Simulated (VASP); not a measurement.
# Bi (Im-3m) in VASP: further runs

The runs below take Bi through single point, electrostatic potential, with PBE, LDA, r2SCAN.

All numbers are computed with VASP 6.6.1; they aren't measurements. Logs are shortened: lines on timing, memory, paths and dates and some standing lists are left out, and cuts for length are marked.

### Step 1. The structure

The structure is cubic, space group Im-3m (No. 229). Conventional cell: a = 3.963 Å, b = 3.963 Å, c = 3.963 Å, α = 90.00°, β = 90.00°, γ = 90.00°. Around Bi (site symmetry m-3m) lie 8 Bi at 3.43 Å.

This isn't the form of Bi at room conditions, which is rhombohedral.

### Step 2. Single point, PBE

Contents of INCAR:

```
PREC = Accurate
ENCUT = 520
EDIFF = 1E-6
ISMEAR = 0
SIGMA = 0.1
LREAL = F
LASPH = T
NELM = 60
ALGO = Fast
ISIF = 2
LWAVE = F
LCHARG = F
GGA = PE
NBANDS = 14
```

Contents of KPOINTS:

```
regular mesh
0
Gamma
  9 9 9
```

Contents of POSCAR:

```
Bi
3.4319
   -0.577356721291      0.577356721291      0.577356721291
    0.577356721291     -0.577356721291      0.577356721291
    0.577356721291      0.577356721291     -0.577356721291
Bi
1
Direct
    0.0000000000      0.0000000000      0.0000000000
```

Potentials or basis: VASP PAW PBE potentials, release 64 (Bi_d).

Command:

```console
$ cat potpaw_PBE.64/Bi_d/POTCAR > POTCAR
$ mpirun -np 1 vasp_std > vasp.out
```

OUTCAR:

```text
PREC = Accurate
   ENCUT = 520
   EDIFF = 1E-6
   ISMEAR = 0
   LREAL = F
   LASPH = T
   NELM = 60
   ISIF = 2
   GGA = PE

 ion  position               nearest neighbor table
   1  0.000  0.000  0.000-

  LATTYP: Found a body centered cubic cell.
 ALAT       =     3.9628610636

  Lattice vectors:

 A1 = (  -1.9814305318,   1.9814305318,   1.9814305318)
 A2 = (   1.9814305318,  -1.9814305318,   1.9814305318)
 A3 = (   1.9814305318,   1.9814305318,  -1.9814305318)

Analysis of symmetry for initial positions (statically):
=====================================================================
 Subroutine PRICEL returns:
 Original cell was already a primitive cell.

 Routine SETGRP: Setting up the symmetry group for a
 body centered cubic supercell.

 Subroutine GETGRP returns: Found 48 space group operations
 (whereof 48 operations were pure point group operations)
 out of a pool of 48 trial point group operations.

The static configuration has the point symmetry O_h .

Analysis of symmetry for dynamics (positions and initial velocities):
=====================================================================
 Subroutine PRICEL returns:
 Original cell was already a primitive cell.

 Routine SETGRP: Setting up the symmetry group for a
 body centered cubic supercell.

 Subroutine GETGRP returns: Found 48 space group operations
 (whereof 48 operations were pure point group operations)
 out of a pool of 48 trial point group operations.

The dynamic configuration has the point symmetry O_h .

 Subroutine INISYM returns: Found 48 space group operations
 (whereof 48 operations are pure point group operations),
 and found     1 'primitive' translations

----------------------------------------------------------------------------------------

                                     Primitive cell

  volume of cell :      31.1169

  direct lattice vectors                    reciprocal lattice vectors
    -1.981430532  1.981430532  1.981430532     0.000000000  0.252342937  0.252342937
     1.981430532 -1.981430532  1.981430532     0.252342937  0.000000000  0.252342937
     1.981430532  1.981430532 -1.981430532     0.252342937  0.252342937  0.000000000

  length of vectors
     3.431938353  3.431938353  3.431938353     0.356866804  0.356866804  0.356866804

  position of ions in fractional coordinates (direct lattice)
     0.000000000  0.000000000  0.000000000

  ion indices of the primitive-cell ions
   primitive index   ion index
                 1           1

----------------------------------------------------------------------------------------

 KPOINTS: regular mesh

Automatic generation of k-mesh.
 Grid dimensions read from file:
 generate k-points for:    9    9    9

 Generating k-lattice:

  Cartesian coordinates                     Fractional coordinates (reciprocal lattice)
     0.000000000  0.028038104  0.028038104     0.111111111  0.000000000  0.000000000
     0.028038104  0.000000000  0.028038104     0.000000000  0.111111111  0.000000000
     0.028038104  0.028038104  0.000000000     0.000000000  0.000000000  0.111111111

  Length of vectors
     0.039651867  0.039651867  0.039651867

  Shift w.r.t. Gamma in fractional coordinates (k-lattice)
     0.000000000  0.000000000  0.000000000

 Subroutine IBZKPT returns following result:
 ===========================================

 Found     35 irreducible k-points:

 Following reciprocal coordinates:
            Coordinates               Weight
  0.000000  0.000000  0.000000      1.000000
  0.111111  0.000000  0.000000     12.000000
  0.222222  0.000000  0.000000     12.000000
  0.333333  0.000000  0.000000     12.000000
  0.444444  0.000000  0.000000     12.000000
  0.111111  0.111111  0.000000     24.000000
[... 27 lines left out ...]
 -0.444444 -0.444444  0.333333      8.000000
 -0.444444  0.444444  0.444444      6.000000
   k-points           NKPTS =     35   k-points in BZ     NKDIM =     35   number of bands    NBANDS=     14
   number of dos      NEDOS =    301   number of ions     NIONS =      1
   total plane-waves  NPLWV =  21952
   dimension x,y,z NGX =    28 NGY =   28 NGZ =   28
   dimension x,y,z NGXF=    56 NGYF=   56 NGZF=   56
   ions per type =               1
   NGX,Y,Z   is equivalent  to a cutoff of  13.56, 13.56, 13.56 a.u.
   NGXF,Y,Z  is equivalent  to a cutoff of  27.13, 27.13, 27.13 a.u.
 SYSTEM =  unknown system
   PREC   = accura    normal or accurate (medium, high low for compatibility)
   ISTART =      0    job   : 0-new  1-cont  2-samecut
   ICHARG =      2    charge: 1-file 2-atom 10-const
   ISPIN  =      1    spin polarized calculation?
   LNONCOLLINEAR =      F non collinear calculations
   LSORBIT =      F    spin-orbit coupling
   LASPH  =      T    aspherical Exc in radial PAW
   ENCUT  =  520.0 eV  38.22 Ry    6.18 a.u.   6.38  6.38  6.38*2*pi/ulx,y,z
   NELM   =     60;   NELMIN=  2; NELMDL= -5     # of ELM steps
   EDIFF  = 0.1E-05   stopping-criterion for ELM
   LREAL  =      F    real-space projection
   EDIFFG = 0.1E-04   stopping-criterion for IOM
   NSW    =      0    number of steps for IOM
   IBRION =     -1    ionic relax: 0-MD 1-quasi-New 2-CG
   NFREE  =      0    steps in history (QN), initial steepest desc. (CG)
   ISIF   =      2    stress and relaxation
   ISYM   =      2    0-nonsym 1-usesym 2-fastsym
   POTIM  = 0.5000    time-step for ionic-motion
   TEBEG  =    0.0;   TEEND  =   0.0 temperature during run
   PSTRESS=    0.0 pullay stress
   NELECT =      15.0000    total number of electrons
   NUPDOWN=      -1.0000    fix difference up-down
   EMIN   =  10.00;   EMAX   =-10.00  energy-range for DOS
   EFERMI =   0.00;   METHOD = LEGACY
   ISMEAR =     0;   SIGMA  =   0.10  broadening in eV -4-tet -1-fermi 0-gaus
   EFERMI_NEDOS =   21; number of points for ismear=-14 and -15
   IALGO  =     68    algorithm
   IMIX   =      4    mixing-type and parameters
     AMIX     =   0.40;   BMIX     =  1.00
     AMIX_MAG =   1.60;   BMIX_MAG =  1.00
  volume/ion in A,a.u.               =      31.12       209.99
  Fermi-wavevector in a.u.,A,eV,Ry     =   1.283630  2.425708 22.418388  1.647705
  Thomas-Fermi vector in A             =   2.415871
   LORBIT       =      0    0 simple, 1 ext, 2 COOP (PROOUT), +10 PAW based schemes
   GGA     = PE    functional components
   LHFCALC =     F    Hartree Fock is set to
   AEXX    =    0.0000 exact exchange contribution
   IVDW    =     0    specifies the selected vdW correction
   LEPSILON=     F    determine dielectric tensor
   LRPA    =     F    only Hartree local field effects (RPA)
 non-spin polarized calculation
 RMM-DIIS sequential band-by-band and
 Gauss-broadening in eV      SIGMA  =   0.10
  energy-cutoff  :      520.00
  volume of cell :       31.12
 maximum number of plane-waves:       887
 NGX is ok and might be reduce to    28
   NGX = 13   NGY = 13   NGZ = 13

 number of electron      14.9999994 magnetization

 Free energy of the ion-electron system (eV)
  ---------------------------------------------------
  ext. energy  EPLUGINS =         0.00000000
  ---------------------------------------------------
  free energy    TOTEN  =        -3.76910886 eV

  energy without entropy =       -3.76625731  energy(sigma->0) =       -3.76768309

 E-fermi :   7.9393     XC(G=0): -10.2914

 val. band max:        7.9101094387   @ k =   0.2222   0.0000   0.0000
 cond. band min:       7.9408200691   @ k =  -0.2222   0.2222   0.1111
 fundamental gap:      0.0307106304
 Fermi energy:         7.9393158766

 k-point     1 :       0.0000    0.0000    0.0000
  band No.  band energies     occupation
      1     -15.1153      2.00000
      2     -15.1153      2.00000
      3     -15.1153      2.00000
      4     -14.9873      2.00000
      5     -14.9873      2.00000
      6      -5.5996      2.00000
      7      13.0411      0.00000
      8      13.0411      0.00000
      9      13.0411      0.00000
     10      17.0518      0.00000
     11      18.3960      0.00000
     12      18.3960      0.00000
     13      18.3960      0.00000
     14      19.5994      0.00000

 k-point     2 :       0.1111    0.0000    0.0000
  band No.  band energies     occupation
      1     -15.1199      2.00000
      2     -15.1074      2.00000
      3     -15.0911      2.00000
      4     -14.9926      2.00000
      5     -14.9882      2.00000
      6      -5.3751      2.00000
      7      11.0300      0.00000
      8      12.3995      0.00000
      9      12.8395      0.00000
     10      16.7261      0.00000
     11      17.4814      0.00000
     12      18.1413      0.00000
     13      18.6133      0.00000
     14      20.5297      0.00000

 k-point     3 :       0.2222    0.0000    0.0000
  band No.  band energies     occupation
      1     -15.1316      2.00000
      2     -15.0916      2.00000
      3     -15.0292      2.00000
      4     -15.0026      2.00000
      5     -14.9905      2.00000
      6      -4.7178      2.00000
      7       7.9101      1.32042
      8      11.1849      0.00000
      9      12.3208      0.00000
     10      15.2794      0.00000
     11      16.5043      0.00000
     12      18.3026      0.00000
     13      19.8216      0.00000
     14      22.6137      0.00000

 k-point     4 :       0.3333    0.0000    0.0000
  band No.  band energies     occupation
      1     -15.1449      2.00000
      2     -15.0860      2.00000
      3     -15.0028      2.00000
      4     -14.9930      2.00000
      5     -14.9576      2.00000
      6      -3.7157      2.00000
      7       5.0819      2.00000
      8      10.1437      0.00000
      9      11.7620      0.00000
     10      14.3735      0.00000
     11      15.8490      0.00000
     12      19.1265      0.00000
     13      20.6299      0.00000
     14      24.9093      0.00000

 k-point     5 :       0.4444    0.0000    0.0000
  band No.  band energies     occupation
      1     -15.1536      2.00000
      2     -15.0907      2.00000
      3     -14.9953      2.00000
      4     -14.9946      2.00000
      5     -14.9103      2.00000
      6      -2.7312      2.00000
      7       3.1491      2.00000
      8       9.5701      0.00000
      9      11.4237      0.00000
     10      13.9414      0.00000
     11      15.5239      0.00000
[... 463 lines left out ...]
 k-point    33 :      -0.4444    0.4444    0.3333
  band No.  band energies     occupation
      1     -15.1040      2.00000
      2     -15.0894      2.00000
      3     -14.9817      2.00000
      4     -14.9567      2.00000
      5     -14.9253      2.00000
      6      -1.2866      2.00000
      7       5.0968      2.00000
      8       6.7932      2.00000
      9       7.2348      2.00000
     10      12.3862      0.00000
     11      14.0683      0.00000
     12      21.3059      0.00000
     13      21.6712      0.00000
     14      24.3043      0.00000

 k-point    34 :      -0.4444   -0.4444    0.3333
  band No.  band energies     occupation
      1     -15.1078      2.00000
      2     -15.1078      2.00000
      3     -14.9710      2.00000
      4     -14.9283      2.00000
      5     -14.9283      2.00000
      6      -0.9305      2.00000
      7       5.6107      2.00000
      8       5.6107      2.00000
      9       7.4309      2.00000
     10      12.5908      0.00000
     11      12.5908      0.00000
     12      21.2291      0.00000
     13      23.7480      0.00000
     14      25.0596      0.00000

 k-point    35 :      -0.4444    0.4444    0.4444
  band No.  band energies     occupation
      1     -15.1221      2.00000
      2     -15.1177      2.00000
      3     -14.9306      2.00000
      4     -14.9306      2.00000
      5     -14.9290      2.00000
      6      -0.6447      2.00000
      7       5.9454      2.00000
      8       6.2556      2.00000
      9       6.2556      2.00000
     10      11.5449      0.00000
     11      12.1585      0.00000
     12      22.9964      0.00000
     13      24.7715      0.00000
     14      24.8009      0.00000

------------------------ aborting loop because EDIFF is reached ----------------------------------------

  FORCE on cell =-STRESS in cart. coord.  units (eV):
  Direction    XX          YY          ZZ          XY          YZ          ZX
  --------------------------------------------------------------------------------------
  -------------------------------------------------------------------------------------
  Total        0.1561888      0.1561888      0.1561888      0.0000000      0.0000000     -0.0000000
  in kB        8.0419955      8.0419955      8.0419955      0.0000000      0.0000000     -0.0000000
  external PRESSURE =       8.0419955 kB  Pullay stress =       0.0000000 kB

 VOLUME and BASIS-vectors are now :
 -----------------------------------------------------------------------------
  energy-cutoff  :      520.00
  volume of cell :       31.12
      direct lattice vectors                 reciprocal lattice vectors
    -1.981430532  1.981430532  1.981430532     0.000000000  0.252342937  0.252342937
     1.981430532 -1.981430532  1.981430532     0.252342937  0.000000000  0.252342937
     1.981430532  1.981430532 -1.981430532     0.252342937  0.252342937  0.000000000

 POSITION                                       TOTAL-FORCE (eV/Angst)
 -----------------------------------------------------------------------------------
      0.00000      0.00000      0.00000        -0.000000      0.000000     -0.000000
 -----------------------------------------------------------------------------------
    total drift:                                0.000000     -0.000000     -0.000000

  FREE ENERGIE OF THE ION-ELECTRON SYSTEM (eV)
  ---------------------------------------------------
  free  energy   TOTEN  =        -3.7691088637 eV

  energy  without entropy=       -3.7662573104  energy(sigma->0) =       -3.76768309
```

It took 12 s on 1 thread of Intel Xeon Platinum 8488C (Sapphire Rapids), shared host; peak memory 0.15 GiB.

What came out:

* Free energy: -3.7691 eV
* Pressure: 0.8 GPa
* Band gap on the k mesh: none (metal or under the smearing width)

Caveat: spin-orbit coupling is left out, which moves the levels of the heavy elements.

### Step 3. Single point, PBE

Contents of run.py:

```python
from ase.calculators.vasp import Vasp
from ase.dft.bandgap import bandgap
from ase.io import read

atoms = read('Bi.xyz')
calc = Vasp(
    directory='calc',
    xc='pbe',
    pp='PBE',
    setups='recommended',
    prec='Accurate',
    encut=520,
    ediff=1e-06,
    ismear=0,
    sigma=0.1,
    lreal=False,
    lasph=True,
    nelm=80,
    algo='Normal',
    isif=2,
    lwave=False,
    lcharg=False,
    kpts=[9, 9, 9],
    gamma=True,
)
atoms.calc = calc

print('energy (eV):', atoms.get_potential_energy())
print('free energy (eV):', atoms.get_potential_energy(force_consistent=True))
print('forces (eV/A):')
print(atoms.get_forces())
print('stress (eV/A^3, Voigt):', atoms.get_stress())
print('Fermi level (eV):', calc.get_fermi_level())
gap, top, bottom = bandgap(calc)
print('band gap (eV):', gap, 'from (spin, k, band)', top, 'to', bottom)
```

Contents of Bi.xyz:

```xyz
1
Lattice="-1.9814305318 1.9814305318 1.9814305318 1.9814305318 -1.9814305318 1.9814305318 1.9814305318 1.9814305318 -1.9814305318" Properties=species:S:1:pos:R:3 pbc="T T T"
Bi     0.0000000000      0.0000000000      0.0000000000
```

Potentials or basis: VASP PAW PBE potentials, release 64 (Bi_d).

Command:

```console
$ python run.py
```

It took 11 s on 1 thread of Intel Xeon Platinum 8488C (Sapphire Rapids), shared host; peak memory 0.15 GiB.

The run converged. Its results:

```
Free energy            : -3.7691 eV
Pressure               : 0.8 GPa
Band gap on the k mesh : none (metal or under the smearing width)
```

Levels at points of the mesh, in eV from the Fermi level:
```csv
k point,band 3,band 4,band 5,band 6,band 7,band 8,band 9,band 10,band 11
"(0.00, 0.00, 0.00)",-23.05,-22.93,-22.93,-13.54,5.10,5.10,5.10,9.11,10.46
```

Caveat: spin-orbit coupling is left out, which moves the levels of the heavy elements.

### Step 4. Single point, LDA

Contents of INCAR:

```
SYSTEM = Bi
PREC = Accurate
ENCUT = 500
EDIFF = 1E-6
ISMEAR = 0
SIGMA = 0.1
LREAL = .False.
LASPH = .True.
NELM = 80
ALGO = Normal
ISIF = 2
LWAVE = .False.
LCHARG = .True.
LELF = .True.
LVHAR = .True.
NBANDS = 8
```

Contents of KPOINTS:

```
Automatic mesh
0
Gamma
  9 9 9
  0 0 0
```

POSCAR is that of step 2.

Potentials or basis: VASP PAW LDA potentials, release 64 (Bi).

Command:

```console
$ cat potpaw_LDA.64/Bi/POTCAR > POTCAR
$ mpirun -np 1 vasp_std > vasp.out
```

It took 8.2 s on 1 thread of Intel Xeon Platinum 8488C (Sapphire Rapids), shared host; peak memory 0.14 GiB.

The run converged. Its results:

* Free energy: -4.4688 eV
* Pressure: -3.3 GPa
* Band gap on the k mesh: none (metal or under the smearing width)

Levels at points of the mesh, in eV from the Fermi level:
```
           k point  band 1  band 2  band 3  band 4  band 5  band 6  band 7
(0.00, 0.00, 0.00)  -13.53    5.05    5.05    5.05    9.22   10.52   10.52
```

Caveat: spin-orbit coupling is left out, which moves the levels of the heavy elements.

(Part 1 of 2 ends here.)
